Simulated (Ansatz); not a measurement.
# HfO2 (Fm-3m) in Ansatz: single point with PBE

Aim: the single point of HfO2 with PBE.

All numbers are computed with Ansatz 0.2.0; they aren't measurements. Logs are shortened: lines on timing, memory, paths and dates and some standing lists are left out, and cuts for length are marked.

### Step 1. The structure

The structure is cubic, space group Fm-3m (No. 225). Conventional cell: a = 5.115 Å, b = 5.115 Å, c = 5.115 Å, α = 90.00°, β = 90.00°, γ = 90.00°. Hf (site symmetry m-3m) has 8 O at 2.21 Å as nearest neighbours. O (site symmetry -43m) is surrounded by 4 Hf at 2.21 Å.

Measurements of this composition are mostly on another form, of space group No. 14.

### Step 2. Single point, PBE

Contents of input.yaml:

```yaml
crystal:
  lattice:
    - [0.0, 2.5575, 2.5575]
    - [2.5575, 0.0, 2.5575]
    - [2.5575, 2.5575, 0.0]
  atoms:
    - { symbol: Hf, position: [0.0, 0.0, 0.0] }
    - { symbol: O, position: [0.75, 0.75, 0.75] }
    - { symbol: O, position: [0.25, 0.25, 0.25] }
hamiltonian:
  xc: pbe
  pseudopotentials: { kind: paw }
kpoints:
  mp_grid: { grid: [9, 9, 9] }
scf:
  occupations: { method: gaussian, width: 0.03 }
output:
  forces: true
  stress: true
  eigenvalues: true
```

Potentials or basis: Ansatz PAW.

Launch:

```bash
ansatz run input.yaml --threads 2 --pin off --max-ram 5632MiB --backend cpu --events-out ev --progress --plain --runs-dir out
```

The program printed:

```text
Warning: RAYON_NUM_THREADS=2 ignored (pool sized by the plan → 2); use --threads N
Engine: ansatz 0.2.0, x86_64-unknown-linux-gnu
Pseudopotentials: kind: paw
Pseudopotential: Hf, paw, valence charge 26, recommended cutoff 420 eV (normal), Hf.paw.azcp
Pseudopotential: O, paw, valence charge 6, recommended cutoff 420 eV (normal), O.paw.azcp
Functional definition: PBE
  parameter kappa = 0.804
  parameter beta = 0.06672455060314922
  exchange = pbe_x(kappa = kappa, mu = beta*pi^2/3)
  correlation = pbe_c(beta = beta)
Crystal: 3 atoms, lattice volume = 33.456 Å³
Basis set: ecut = 420 eV, 645 PW (Γ), exchange–correlation on 50×50×50 points (8 copies of the dense FFT grid, shifted against one another)
Bands: 23, of which v1, the nominal top of the filled ones, is band 19 counted from 1 (18 counted from 0)
Symmetry: 48 space group operations
Space group: Fm-3m (ITA 225), of the structure as read, at distance tolerance 3.2e-5 Å
k-points: 35 of 729
Non-local potential: Hf, projectors of the file, l = 0: 3, l = 1: 2, l = 2: 2, l = 3: 3
Non-local potential: O, projectors of the file, l = 0: 2, l = 1: 2, l = 2: 1
PAW form: soft (Blöchl's): semilocal exchange-correlation on the pseudo side does not see the compensation charge
PAW one-centre angular grid: Hf, 590 points (default); XC on 64 Gauss nodes
PAW one-centre angular grid: O, 110 points (default); XC on 64 Gauss nodes
Initial density: superposition of atomic densities (neutral atoms: chi_scale 0, normalization atom), corrected by the library's trained network
Initial wavefunctions: pseudopotential atomic-orbital guess
Functional: x = pbe(κ = 0.804, μ = 0.2195149727645171), c = pbe(β = 0.06672455060314922)
SCF iter   1: F=—  HF=-16861.406440 eV  |F-HF|=—  |Δ(HF+E_count)|=         —  Δρ=2.41e-3  dr2=1.40e-3  ethr=1.77e-3  ⟨swp⟩=4.8  Hψ=2969  notcnv=0
preconditioner: auto → none  [insulator: Δε(μ)=3.846 eV  Ē_g=18.148 eV  σ=0.030 eV  W_gap=1.00  n_scr=14 (ndim 8)  ℏωp=38.5 eV  f_vac=0.066  D(μ)=0.00/eV (n_scr^D=0)  ε∞_Penn≈5.5]
SCF iter   2: F=—  HF=-16861.407366 eV  |F-HF|=—  |Δ(HF+E_count)|=   9.26e-4  Δρ=1.83e-3  dr2=8.15e-4  ethr=3.69e-6  ⟨swp⟩=2.0  Hψ=1801  notcnv=0
SCF iter   3: F=—  HF=-16861.407255 eV  |F-HF|=—  |Δ(HF+E_count)|=   1.11e-4  Δρ=6.76e-4  dr2=5.71e-5  ethr=2.15e-6  ⟨swp⟩=2.0  Hψ=1150  notcnv=0
SCF iter   4: F=—  HF=-16861.407536 eV  |F-HF|=—  |Δ(HF+E_count)|=   2.80e-4  Δρ=1.22e-4  dr2=4.19e-6  ethr=1.50e-7  ⟨swp⟩=2.0  Hψ=1459  notcnv=0
SCF iter   5: F=—  HF=-16861.407535 eV  |F-HF|=—  |Δ(HF+E_count)|=   7.51e-7  Δρ=5.51e-5  dr2=6.62e-7  ethr=1.10e-8  ⟨swp⟩=2.1  Hψ=1061  notcnv=0
SCF iter   6: F=-16861.407535 eV  HF=-16861.407535 eV  |F-HF|=5.80e-8  |Δ(HF+E_count)|=   8.79e-8  Δρ=1.06e-5  dr2=1.76e-8  ethr=2.63e-10  ⟨swp⟩=3.3  Hψ=3670  notcnv=0
SCF 1 converged in 6 iterations: F = -16861.407535 eV  dr2 = 1.76e-8
SCF converged after 6 iterations
Free energy (F): -16861.407535 eV
Harris-Foulkes:  -16861.407535 eV  (|F-HF|=5.80e-8)
Internal energy: -16861.407535 eV  (E = F + TS)
E sigma→0 (E₀):  -16861.407535 eV
Fermi energy:    17.388260 eV
--- Per-component energies (eV) ---
  E_band       = 31.844412
  E_kinetic    = 769.824948
  E_local      = -5811.763029  (includes V_loc(G=0)·N_el)
  E_nonlocal   = -1147.593460
  E_hartree    = 2659.728607
  E_xc         = -447.325032
  E_vxc        = -454.250749  (∫ρ·V_xc dr)
  E_paw        = -7242.177366  (= ΣΔE_a)
  E_vpaw       = 1356.169607  (= ΣTr[D̂ρ^β])
  E_aug_tail   = 0.004955  (compensation charges beyond the density's cutoff)
  E_ewald      = -5642.107159
  E_smearing   = -0.000000  (= −TS)
  E_closure    = -0.000000  (closes the sum)
  Σ components = -16861.407535   (vs F -16861.407535, Δ=0.00e0)
--- Forces (eV/Å), atoms counted from 1 ---
  atom   1  Hf    -0.00000000     0.00000000     0.00000000
  atom   2  O     -0.00000000     0.00000000     0.00000000
  atom   3  O     -0.00000000     0.00000000    -0.00000000
  max |Σ_I F_I| component: 2.31e-18 eV/Å
--- Stress (GPa, compression-positive) ---
       -2.460561       0.000000      -0.000000
        0.000000      -2.460561      -0.000000
       -0.000000       0.000000      -2.460561
  P = ⅓ Tr σ = -2.4606 GPa (-24.606 kbar)
--- Band table (eV; the first three rows and the last of 35) ---
  k-point 0: bands = ["-45.6331", "-14.1576", "-14.1576", "-14.1576", "-3.0841", "-0.3481", "4.4653", "4.4653", "4.4653", "4.5266", "4.5266", "4.5266", "4.7216", "10.2960", "10.2960", "10.2960", "14.9189", "14.9189", "14.9189", "19.3478", "19.3478", "21.1024", "25.6339"]
  k-point 1: bands = ["-45.6316", "-14.2062", "-14.1629", "-14.1629", "-2.9297", "-0.4558", "4.4677", "4.4677", "4.4682", "4.5226", "4.5226", "4.5268", "4.6878", "10.4145", "10.4145", "10.6230", "14.5469", "14.6957", "14.6957", "19.5702", "19.5702", "21.6028", "25.0888"]
  k-point 2: bands = ["-45.6281", "-14.3258", "-14.1764", "-14.1764", "-2.5413", "-0.6999", "4.4729", "4.4729", "4.4774", "4.5136", "4.5136", "4.5270", "4.6207", "10.7197", "10.7197", "11.4235", "13.7588", "14.2435", "14.2435", "19.9582", "19.9582", "22.3556", "24.4231"]
  k-point 34: bands = ["-45.6172", "-14.4512", "-14.3914", "-14.2644", "-1.2629", "-1.2585", "4.4883", "4.4925", "4.4944", "4.4982", "4.5013", "4.5139", "4.5202", "10.2871", "10.7191", "12.7314", "13.1428", "14.1976", "15.1792", "20.1642", "20.5662", "22.3757", "22.5567"]
```

It took 0.51 s on 2 threads of Intel Xeon 6975P-C (Granite Rapids), shared host; peak memory 0.37 GiB.

Results:

| Item | Value |
| --- | --- |
| Free energy | -16861.4075 eV |
| Pressure | -2.5 GPa |
| Band gap on the k mesh | 3.83 eV, indirect (least direct gap 3.94 eV) |

Caveat: odd divisions of the mesh miss points on the zone boundary, where band edges often lie, so the gap on the mesh can be too wide; the pressure holds a Pulay correction of +0.9 GPa for the finite cutoff; spin-orbit coupling is left out, which moves the levels of the heavy elements. PBE gaps usually lie below the measured ones, often by a third to a half.
